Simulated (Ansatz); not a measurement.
**CuI (P-3m1): the band gap by level of theory**

All numbers come from the plane-wave code Ansatz. Non-magnetic throughout; all numbers are computed.

A 4-atom cell of CuI (P-3m1) from a materials database, relaxed with r2SCAN+rVV10. It is trigonal, P-3m1 (No. 164); a = 4.095 Å, c = 7.210 Å in the conventional setting, 26.17 Å³ an atom. Around Cu lie 4 I at 2.57–2.67 Å and 3 Cu at 2.72 Å; around I lie 4 Cu at 2.57–2.67 Å.

```
Cu I
1.0
     4.09475    0.00000    0.00000
    -2.04738    3.54616    0.00000
     0.00000    0.00000    7.21000
Cu I
2 2
Direct
  0.66667 0.33333 0.59264
  0.33333 0.66667 0.40736
  0.33333 0.66667 0.76450
  0.66667 0.33333 0.23550
```

Relaxed lattice by functional, symmetry kept:
```
  functional  k mesh  a (Å)  c (Å)  volume (Å³/atom)
  PBE-D3(BJ)   6×6×4  4.074  7.106             25.53
r2SCAN+rVV10   6×6×4  4.095  7.210             26.17
      PBE-D4   6×6×4  4.077  7.122             25.62
```

Band edges at fixed r2SCAN+rVV10 geometry:

| level | k mesh | gap (eV) | kind | edges | least direct gap (eV) |
| --- | --- | --- | --- | --- | --- |
| LDA | 12×12×4 | 1.47 | direct | Γ | 1.47 |
| PBE | 12×12×4 | 1.66 | direct | Γ | 1.66 |
| PBE+SOC | 12×12×4 | 1.42 | direct | Γ | 1.42 |
| r2SCAN | 12×12×4 | 2.14 | direct | Γ | 2.14 |
| HSE06 | 6×6×4 | 2.94 | direct | Γ | 2.94 |
| PBE0 | 6×6×4 | 3.62 | direct | Γ | 3.62 |

PBE: smearing of 0.02 eV; the others have fixed occupations.
Wave cutoffs: 420 eV, 500 eV (r2SCAN).

With HSE06 the gap is 2.94 eV and direct, at Γ. Spin-orbit coupling changes the PBE gap by -0.24 eV, to 1.42 eV.

r2SCAN covers 38 % of the step from PBE to HSE06, while HSE06 needs about 13 times r2SCAN's cost (on a coarser mesh). For gaps to 0.1 eV, spin-orbit coupling (up to 0.24 eV here) has to be included. Among these functionals the gap stays direct.

PBE (ground state on 6×6×4): The clamped-ion dielectric constant comes out as 6.09 along x and y, 5.43 along z. Born charges, averaged over directions: Cu +0.91, I -0.91 e.

Only the levels marked +SOC include spin-orbit coupling.

The meshes of the hybrids are coarse, so their gaps aren't converged to the digits shown.
